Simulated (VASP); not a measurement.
Runs of VASP 6.6.1 on Te. It takes space group R-3m (No. 166, trigonal). Conventional cell: a = 4.612 Å, b = 4.612 Å, c = 5.073 Å, α = 90.00°, β = 90.00°, γ = 120.00°. Around Te (site symmetry -3m) lie 6 Te at 3.15 Å. This isn't the form of Te at room conditions, which is trigonal, of chains.

```csv
potentials or basis,k mesh,cutoff (eV),mesh quality,gap on the mesh (eV),pressure (GPa)
"VASP PAW PBE potentials, release 64 (Te_GW)",6 × 6 × 6,450,not flagged,none,1.7
"VASP PAW PBE potentials, release 64 (Te)",9 × 9 × 9,520,not flagged,none,2.6
"VASP PAW PBE potentials, release 64 (Te_GW)",4 × 4 × 4,450,coarse,none,(a)
"VASP PAW PBE potentials, release 64 (Te_GW)",5 × 5 × 5,450,coarse,none,1.8
"VASP PAW PBE potentials, release 64 (Te_GW)",6 × 6 × 6,500,not flagged,none,1.7
```

Alike in all rows: task single point; level PBE; no spin polarisation; cell as given; smearing gaussian 0.02 eV.

**Question.** Estimate the missing entries.

**Answer.** (a) 0.5.

Caveats: some runs use coarse meshes.

A k mesh can miss the band edges, and the runs leave out spin-orbit coupling on Te.

A gap of «none» marks a metal or a gap under the smearing width.
